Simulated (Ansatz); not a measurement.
The system is Gd.

```xyz
2
Lattice="3.6360 0.0000 0.0000 -1.8180 3.1489 0.0000 0.0000 0.0000 5.7826" Properties=species:S:1:pos:R:3 pbc="T T T"
Gd    1.8180    1.0496    4.3369
Gd    0.0000    2.0992    1.4457
```

| Quantity | Value |
| --- | --- |
| Program | Ansatz 0.2.0 |
| Task | single point |
| Functional | PBEsol |
| Potentials or basis | Ansatz PAW |
| Cutoff | 420 eV (not typed: the program's choice for these potentials) |
| k mesh | 8 × 8 × 5 |
| Occupations | fermi-dirac, width 0.05 eV |
| Spin | collinear spin, ferromagnetic start |
| Starting moments | [7.0, 7.0] μB |

On this cell: pressure -1.7 GPa; largest force under 0.003 eV/Å; net moment 15.22 μB per cell; site moments Gd +7.33 μB; band gap on the k mesh none (metal or under the smearing width).

The same run follows on a disturbed copy (atoms moved at random, drawn with an rms of 0.05 Å):

```
CELL_PARAMETERS angstrom
3.63600 0.00000 0.00000
-1.81800 3.14887 0.00000
0.00000 0.00000 5.78260
ATOMIC_POSITIONS crystal
Gd 0.66808 0.35251 0.75466
Gd 0.32949 0.65511 0.25373
```

Task: What changes?

Result: The energy (extrapolated to zero smearing) moves by +2.6 meV/atom; pressure -1.8 GPa; largest force 0.094 eV/Å; net moment 15.22 μB per cell; site moments Gd +7.32 μB; band gap on the k mesh none (metal or under the smearing width).

Forces in eV/Å, atoms in the order of the input:
```
Gd   0.035 -0.086 -0.012
Gd  -0.035  0.086  0.012
```

Stress tensor (GPa, compression positive):
```
-1.54 -0.12  0.00
-0.12 -2.17  0.01
 0.00  0.01 -1.56
```

Caveats: spin-orbit coupling is left out, which moves the levels of the heavy elements; the PAW data sets come from PBE, with cores solved anew for the run's functional, which leaves a small shift of forces and pressure.
